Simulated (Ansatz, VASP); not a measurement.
# TaN: VASP beside Ansatz

```xyz
4
Lattice="3.0500 0.0000 0.0000 -1.5250 2.6414 0.0000 0.0000 0.0000 4.9400" Properties=species:S:1:pos:R:3 pbc="T T T"
Ta    0.0000    1.7609    0.0000
Ta    1.5250    0.8805    2.4700
N     0.0000    1.7609    1.9019
N     1.5250    0.8805    4.3719
```

Alike in both runs: task single point; functional PBE; k mesh 15 × 15 × 8; occupations tetrahedron; no spin polarisation.

|  | VASP | Ansatz |
| --- | --- | --- |
| version | VASP 6.6.1 | Ansatz 0.2.0 |
| potentials or method | VASP PAW PBE potentials, release 64 (Ta_pv, N) | scalar-relativistic, plane waves, PAW |
| plane-wave cutoff (eV) | 520 | 420 |
| valence electrons in the cell | 32 | 36 |

```tsv
	VASP	Ansatz	Ansatz less VASP
gap on the k mesh at the Fermi level (eV)	none	none	-
rms of the force components (eV/Å)	1.386	1.364	-0.0224
```

Atom by atom the forces differ by 0.022 eV/Å (rms over components). A gap of «none» marks a metal or a gap that the smearing closes. The two sets of potentials don't hold the same shells in valence. Ansatz warned: «band_table_not_solved_further».

Caveats: forces of over 1 eV/Å show positions far from the minimum, so gaps and moduli don't describe the material at rest; tetrahedron occupations give inexact forces and stress in metals. Spin-orbit coupling is left out, which matters for the levels of Ta.
